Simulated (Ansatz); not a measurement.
Take a crystal in which Sb has been replaced by As on all its sites, with the cell rescaled by a rough guess (in some cases also distorted within its space group) and nothing relaxed:

```cif
data_structure
_symmetry_space_group_name_H-M 'P 1'
_symmetry_Int_Tables_number 1
_cell_length_a 4.5074
_cell_length_b 4.5074
_cell_length_c 4.5074
_cell_angle_alpha 90.000
_cell_angle_beta 90.000
_cell_angle_gamma 90.000
_cell_volume 91.58
loop_
_atom_site_label
_atom_site_type_symbol
_atom_site_fract_x
_atom_site_fract_y
_atom_site_fract_z
_atom_site_occupancy
In1 In 0.00000 0.00000 0.00000 1
As1 As 0.50000 0.00000 0.50000 1
As2 As 0.00000 0.50000 0.50000 1
As3 As 0.50000 0.50000 0.00000 1
```

Computed with DFT PBE, scalar-relativistic, plane waves, PAW (Ansatz).

Plane waves to 420 eV, a k mesh through Γ of 10×10×10 on the computed 4-atom cell and Gaussian smearing (0.10 eV); no spin polarisation.

(1) What pressure does the cell carry?

(2) Is it a metal on this mesh?

(3) What is its energy against the elements in their standard states?

Answers

(1) The pressure is -4.3 GPa (positive in compression), so the cell would contract.

(2) Yes, a band crosses the Fermi level.

(3) +0.378 eV/atom at this unrelaxed geometry, with the elements in the same functional.